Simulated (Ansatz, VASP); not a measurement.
## Two plane-wave programs on WC

```
W C
1.0
     0.00000    2.39204    2.39204
     2.39204    0.00000    2.39204
     2.39204    2.39204    0.00000
W C
1 1
Direct
  0.00000 0.00000 0.00000
  0.25000 0.25000 0.25000
```

The cell was built by a generator and needn't be a form met in nature.

Alike in both runs: task relaxation of cell and atoms; functional PBE; k mesh 8 × 8 × 8; occupations gaussian, width 0.1 eV; no spin polarisation.

|  | VASP | Ansatz |
| --- | --- | --- |
| version | VASP 6.6.1 | Ansatz 0.2.0 |
| potentials or method | VASP PAW PBE potentials, release 64 (W_sv, C) | scalar-relativistic, plane waves, PAW |
| plane-wave cutoff (eV) | 600 | 420 |
| valence electrons in the cell | 18 | 18 |

```csv
,VASP,Ansatz,Ansatz less VASP
"gap on the k mesh at the Fermi level, each at its own relaxed structure (eV)",none,none,-
relaxed volume (Å³/atom),13.02,12.99,-0.033
relaxed cell length with the largest relative difference (Å),3.327,3.324,-0.0028
energy change over the relaxation (meV/atom),-27,-30,-2.4
```

A gap of «none» marks a metal or a gap that the smearing closes.

 Spin-orbit coupling is left out, which matters for the levels of W.
